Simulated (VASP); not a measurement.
# Er (Fm-3m) in VASP: notebook

One crystal, Er, is run at these levels: PBE; tasks: single point.

Everything below comes from runs of VASP 6.6.1. Logs are shortened: lines on timing, memory, paths and dates and some standing lists are left out, and cuts for length are marked.

### 1 The crystal as given

Symmetry: Fm-3m, No. 225, cubic system. The conventional cell has a = 4.960 Å, b = 4.960 Å, c = 4.960 Å, α = 90.00°, β = 90.00°, γ = 90.00°. Er (site symmetry m-3m) has 12 Er at 3.51 Å as nearest neighbours.

This isn't the form of Er at room conditions, which is hcp.

### 2 Single point, PBE, collinear spin, ferromagnetic start

Input file INCAR:

```
SYSTEM = Er
PREC     = Accurate       ! precision mode
ENCUT    = 700            ! plane-wave cutoff, eV
EDIFF    = 1E-6           ! SCF threshold, eV
ISMEAR   = 0              ! smearing method
SIGMA    = 0.2            ! smearing width, eV
LREAL    = .False.        ! projectors in reciprocal space
LASPH    = .True.         ! aspherical terms in the spheres
NELM     = 100            ! most SCF steps
ALGO     = Normal         ! electronic algorithm
ISIF     = 2              ! what is computed and relaxed
LWAVE    = .False.        ! write WAVECAR
LCHARG   = .False.        ! write CHGCAR
ISPIN    = 2              ! spin polarisation
MAGMOM   = 3              ! initial moments
LORBIT   = 11             ! projections on sites
LMAXMIX  = 6              ! l up to which the mixer works
GGA      = PE             ! functional
ADDGRID  = .False.
```

Input file KPOINTS:

```
Automatic mesh
0
Gamma
  6 6 6
  0 0 0
```

Input file POSCAR:

```
Er
1.0
    0.0000000000      2.4798434248      2.4798434248
    2.4798434248      0.0000000000      2.4798434248
    2.4798434248      2.4798434248      0.0000000000
Er
1
Direct
    0.0000000000      0.0000000000      0.0000000000
```

Potentials or basis: VASP PAW PBE potentials, release 64 (Er_3), 4f in core.

The run is started by

```
cat potpaw_PBE.64/Er_3/POTCAR > POTCAR
mpirun -np 1 vasp_std > vasp.out
```

OUTCAR:

```text
SYSTEM = Er
   PREC = Accurate
   ENCUT = 700
   EDIFF = 1E-6
   ISMEAR = 0
   LREAL = .False.
   LASPH = .True.
   NELM = 100
   ISIF = 2
   ISPIN = 2
   LORBIT = 11
   GGA = PE

 Found     16 irreducible k-points:

 Following reciprocal coordinates:
            Coordinates               Weight
  0.000000  0.000000  0.000000      1.000000
  0.166667  0.000000  0.000000      8.000000
  0.333333  0.000000  0.000000      8.000000
  0.500000  0.000000  0.000000      4.000000
  0.166667  0.166667  0.000000      6.000000
  0.333333  0.166667  0.000000     24.000000
   k-points           NKPTS =     16   k-points in BZ     NKDIM =     16   number of bands    NBANDS=     10
   number of dos      NEDOS =    301   number of ions     NIONS =      1
   total plane-waves  NPLWV =  27000
   dimension x,y,z NGX =    30 NGY =   30 NGZ =   30
   dimension x,y,z NGXF=    60 NGYF=   60 NGZF=   60
   ions per type =               1
   NGX,Y,Z   is equivalent  to a cutoff of  14.22, 14.22, 14.22 a.u.
   NGXF,Y,Z  is equivalent  to a cutoff of  28.44, 28.44, 28.44 a.u.
 SYSTEM =  Er
   PREC   = accura    normal or accurate (medium, high low for compatibility)
   ISTART =      0    job   : 0-new  1-cont  2-samecut
   ICHARG =      2    charge: 1-file 2-atom 10-const
   ISPIN  =      2    spin polarized calculation?
   LNONCOLLINEAR =      F non collinear calculations
   LSORBIT =      F    spin-orbit coupling
   LASPH  =      T    aspherical Exc in radial PAW
   ENCUT  =  700.0 eV  51.45 Ry    7.17 a.u.   7.57  7.57  7.57*2*pi/ulx,y,z
   NELM   =    100;   NELMIN=  2; NELMDL= -5     # of ELM steps
   EDIFF  = 0.1E-05   stopping-criterion for ELM
   LREAL  =      F    real-space projection
   EDIFFG = 0.1E-04   stopping-criterion for IOM
   NSW    =      0    number of steps for IOM
   IBRION =     -1    ionic relax: 0-MD 1-quasi-New 2-CG
   NFREE  =      0    steps in history (QN), initial steepest desc. (CG)
   ISIF   =      2    stress and relaxation
   ISYM   =      2    0-nonsym 1-usesym 2-fastsym
   POTIM  = 0.5000    time-step for ionic-motion
   TEBEG  =    0.0;   TEEND  =   0.0 temperature during run
   PSTRESS=    0.0 pullay stress
   NELECT =       9.0000    total number of electrons
   NUPDOWN=      -1.0000    fix difference up-down
   EMIN   =  10.00;   EMAX   =-10.00  energy-range for DOS
   EFERMI =   0.00;   METHOD = LEGACY
   ISMEAR =     0;   SIGMA  =   0.20  broadening in eV -4-tet -1-fermi 0-gaus
   EFERMI_NEDOS =   21; number of points for ismear=-14 and -15
   IALGO  =     38    algorithm
   IMIX   =      4    mixing-type and parameters
     AMIX     =   0.40;   BMIX     =  1.00
     AMIX_MAG =   1.60;   BMIX_MAG =  1.00
  volume/ion in A,a.u.               =      30.50       205.83
  Fermi-wavevector in a.u.,A,eV,Ry     =   1.089904  2.059619 16.162222  1.187890
  Thomas-Fermi vector in A             =   2.226117
   LORBIT       =     11    0 simple, 1 ext, 2 COOP (PROOUT), +10 PAW based schemes
   GGA     = PE    functional components
   LHFCALC =     F    Hartree Fock is set to
   AEXX    =    0.0000 exact exchange contribution
   IVDW    =     0    specifies the selected vdW correction
   LEPSILON=     F    determine dielectric tensor
   LRPA    =     F    only Hartree local field effects (RPA)
 spin polarized calculation
 Gauss-broadening in eV      SIGMA  =   0.20
  energy-cutoff  :      700.00
  volume of cell :       30.50
 maximum number of plane-waves:      1303
   NGX = 15   NGY = 15   NGZ = 15

 number of electron       9.0000001 magnetization       0.0007375

 number of electron       9.0000001 magnetization      -0.0001742

 Free energy of the ion-electron system (eV)
  ---------------------------------------------------
  ext. energy  EPLUGINS =         0.00000000
  ---------------------------------------------------
  free energy    TOTEN  =        -4.49648882 eV

  energy without entropy =       -4.46734709  energy(sigma->0) =       -4.48191795

 E-fermi :   3.0912     XC(G=0):  -9.8750

 val. band max:        3.0340153182   @ k =   0.5000   0.3333   0.1667
 cond. band min:       3.1310911364   @ k =   0.5000   0.1667   0.0000
 fundamental gap:      0.0970758182
 Fermi energy:         3.0912420499

 spin component 1

 k-point     1 :       0.0000    0.0000    0.0000
  band No.  band energies     occupation
      1     -21.3046      1.00000
      2     -21.3046      1.00000
      3     -21.3046      1.00000
      4      -2.4833      1.00000
      5       5.0930      0.00000
      6       5.0930      0.00000
      7       5.0930      0.00000
      8       7.4386      0.00000
      9       7.4386      0.00000
     10      12.6441      0.00000
[... 53 lines left out ...]
 k-point     6 :       0.3333    0.1667    0.0000
  band No.  band energies     occupation
      1     -21.6761      1.00000
      2     -21.4085      1.00000
      3     -21.4060      1.00000
      4      -0.0998      1.00000
      5       3.3248      0.04933
      6       4.6993      0.00000
      7       5.9335      0.00000
      8       7.1385      0.00000
      9       8.5146      0.00000
     10      13.5168      0.00000

 [... further k-points ...]

 spin component 2

 k-point     1 :       0.0000    0.0000    0.0000
  band No.  band energies     occupation
      1     -21.3046      1.00000
      2     -21.3046      1.00000
      3     -21.3046      1.00000
      4      -2.4834      1.00000
      5       5.0927      0.00000
      6       5.0927      0.00000
      7       5.0927      0.00000
      8       7.4385      0.00000
      9       7.4385      0.00000
     10      12.6437      0.00000
[... 53 lines left out ...]
 k-point     6 :       0.3333    0.1667    0.0000
  band No.  band energies     occupation
      1     -21.6761      1.00000
      2     -21.4085      1.00000
      3     -21.4061      1.00000
      4      -0.1000      1.00000
      5       3.3245      0.04955
      6       4.6992      0.00000
      7       5.9333      0.00000
      8       7.1383      0.00000
      9       8.5145      0.00000
     10      13.5170      0.00000

 [... further k-points ...]
[... 5 lines left out ...]
  --------------------------------------------------------------------------------------
  -------------------------------------------------------------------------------------
  Total        0.0145319      0.0145319      0.0145319      0.0000000      0.0000000     -0.0000000
  in kB        0.7633603      0.7633603      0.7633603      0.0000000      0.0000000     -0.0000000
  external PRESSURE =       0.7633603 kB  Pullay stress =       0.0000000 kB

 VOLUME and BASIS-vectors are now :
 -----------------------------------------------------------------------------
  energy-cutoff  :      700.00
  volume of cell :       30.50
      direct lattice vectors                 reciprocal lattice vectors
     0.000000000  2.479843425  2.479843425    -0.201625633  0.201625633  0.201625633
     2.479843425  0.000000000  2.479843425     0.201625633 -0.201625633  0.201625633
     2.479843425  2.479843425  0.000000000     0.201625633  0.201625633 -0.201625633

 POSITION                                       TOTAL-FORCE (eV/Angst)
 -----------------------------------------------------------------------------------
      0.00000      0.00000      0.00000         0.000000     -0.000000     -0.000000
 -----------------------------------------------------------------------------------
    total drift:                               -0.000000     -0.000000      0.000000

  FREE ENERGIE OF THE ION-ELECTRON SYSTEM (eV)
  ---------------------------------------------------
  free  energy   TOTEN  =        -4.4964888165 eV

  energy  without entropy=       -4.4673470882  energy(sigma->0) =       -4.48191795

 total charge

# of ion       s       p       d       tot
------------------------------------------
    1        0.516   6.503   1.101   8.121

 magnetization (x)

# of ion       s       p       d       tot
------------------------------------------
    1       -0.000  -0.000  -0.000  -0.000
```

Wall time 13 s (1 thread of Intel Xeon 6975P-C (Granite Rapids), shared host); peak memory 0.19 GiB.

The run converged, but some of its settings lie outside the range that counts as converged, so its numbers aren't taken as properties of the crystal.

Results:

| Property | Result |
| --- | --- |
| Free energy | -4.4965 eV |
| Pressure | 0.1 GPa |
| Band gap on the k mesh | none (metal or under the smearing width) |
| Net moment | 0.00 μB per cell |
| Valence electrons inside the program's atomic spheres | Er 8.12 |

Caveat: the k mesh is coarse (spacing up to 0.37 Å⁻¹), so the values aren't converged; the magnetic or orbital state may not be the lowest; spin-orbit coupling is left out, which moves the levels of the heavy elements; the 4f electrons are frozen in the core as for a trivalent ion, so they carry no moment and show no levels.

### 3 Single point, PBE, collinear spin, ferromagnetic start

INCAR is that of step 2.

KPOINTS is that of step 2.

Input file POSCAR:

```
Er
1.0
   -0.0089250000      2.4571370000      2.4791170000
    2.4542050000     -0.0023290000      2.4725200000
    2.4870360000      2.4833720000     -0.0351600000
Er
1
Direct
   -0.0043710000     -0.0077920000     -0.0181410000
```

Potentials or basis: VASP PAW PBE potentials, release 64 (Er_3), 4f in core.

The run is started by

```
cat potpaw_PBE.64/Er_3/POTCAR > POTCAR
mpirun -np 1 vasp_std > vasp.out
```

It took 49 s on 1 thread of Intel Xeon 6975P-C (Granite Rapids), shared host; peak memory 0.25 GiB.

These settings aren't checked as converged: the numbers below hold their error.

Results:

- Free energy: -4.4948 eV
- Pressure: 0.1 GPa
- Band gap on the k mesh: none (metal or under the smearing width)
- Net moment: 0.00 μB per cell
- Valence electrons inside the program's atomic spheres: Er 8.12

Caveat: the k mesh is coarse (spacing up to 0.37 Å⁻¹), so the values aren't converged; the magnetic or orbital state may not be the lowest; spin-orbit coupling is left out, which moves the levels of the heavy elements; the 4f electrons are frozen in the core as for a trivalent ion, so they carry no moment and show no levels.

(Part 1 of 2 ends here.)
